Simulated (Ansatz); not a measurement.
# InP3: further runs on the relaxed cell

One table from this session's results is given with a row withheld; the runs are named, their logs left out.

Program: Ansatz 0.2.0. Level of theory: DFT r2SCAN, scalar-relativistic, plane waves, PAW. These are calculated values, not measurements.

2 further runs of the same task are left out: 2 set aside as unsound or not needed. Runs told in other sessions of the task aren't counted.

### The structure to begin with

Symmetry: R-3m, No. 166, trigonal system. The conventional cell has a = 7.483 Å, b = 7.483 Å, c = 10.108 Å, α = 90.00°, β = 90.00°, γ = 120.00°. In (site symmetry 3m) has 6 P at 2.66 to 2.92 Å in its first shell of neighbours. Around P (site symmetry m) lie 2 P at 2.21 Å and 2 In at 2.66 to 2.92 Å.

Structure file:

```
CELL_PARAMETERS angstrom
3.74150 2.16016 3.36925
-3.74150 2.16016 3.36925
0.00000 -4.32031 3.36925
ATOMIC_POSITIONS crystal
In 0.27025 0.27025 0.27025
In 0.72975 0.72975 0.72975
P 0.79829 0.24470 0.79829
P 0.79829 0.79829 0.24470
P 0.24470 0.79829 0.79829
P 0.20171 0.75530 0.20171
P 0.75530 0.20171 0.20171
P 0.20171 0.20171 0.75530
```

This cell was relaxed beforehand with the same method: volume 20.42 Å³/atom, gap on the mesh none (metal).

Set-up of the first run:

File input.yaml:

```yaml
crystal:
  lattice:
    - [3.7037034412, 2.1383341788, 3.3352168144]
    - [-3.7037034412, 2.1383341788, 3.3352168144]
    - [0.0, -4.2766683575, 3.3352168144]
  atoms:
    - { symbol: In, position: [0.2702519906, 0.2702519906, 0.2702519906] }
    - { symbol: In, position: [0.7297480094, 0.7297480094, 0.7297480094] }
    - { symbol: P, position: [0.7982893835, 0.244697689, 0.7982893835] }
    - { symbol: P, position: [0.7982893835, 0.7982893835, 0.244697689] }
    - { symbol: P, position: [0.244697689, 0.7982893835, 0.7982893835] }
    - { symbol: P, position: [0.2017106165, 0.755302311, 0.2017106165] }
    - { symbol: P, position: [0.755302311, 0.2017106165, 0.2017106165] }
    - { symbol: P, position: [0.2017106165, 0.2017106165, 0.755302311] }
basis:
  ecutwfc: 500
kpoints:
  mp_grid: { grid: [6, 6, 6] }
hamiltonian:
  xc: r2scan
scf:
  occupations: { method: gaussian, width: 0.1 }
output:
  forces: true
  stress: true
  eigenvalues: true
relax:
  adjacent_minimum: "off"
  f_tol: 0.01
  max_steps: 30
  cell: { stress_tol: 0.1, fix: [volume] }
```

Command:

```bash
$ ansatz run input.yaml --threads 2 --pin off --max-ram 5120MiB --backend cpu --events-out ev --progress --plain --runs-dir out
```

Among the steps run: The cell scaled to 0.97 of its volume; Volume × 1.03; Point at V/V0 = 0.94; Volume × 1.06; The cell scaled to 0.91 of its volume; The cell scaled to 1.10 of its volume; The cell scaled to 0.88 of its volume.

One of the session's tables, all rows but one given; the rest of the session is left out.

It belongs to the step «Fit of the equation of state». 

| volume (Å³/atom) | energy above the lowest point (meV/atom) | pressure (GPa) |
| --- | --- | --- |
| 17.972 | 64.0 | 9.57 |
| 18.585 | 33.5 | 6.48 |
| 19.198 | 13.9 | 3.90 |
| 19.811 | ? | ? |
| 20.423 | 0.0 | 0.00 |
| 21.036 | 2.9 | -1.48 |
| 21.649 | 11.0 | -2.72 |
| 22.466 | 28.3 | -4.02 |

Q: Estimate the row for volume (Å³/atom) = 19.811 from the others.

Worked estimate for «energy above the lowest point (meV/atom)». A straight line through the neighbours (19.198, 13.9) and (20.423, 0.0) gives 13.9 + (0.0 − 13.9) × (19.811 − 19.198) / (20.423 − 19.198) = 6.9; a parabola fitted to 4 rows on both sides gives 3.2.

The run gave: energy above the lowest point (meV/atom): 3.3; pressure (GPa): 1.75. In «energy above the lowest point (meV/atom)» the line misses by +3.6 and the parabola by -0.1.
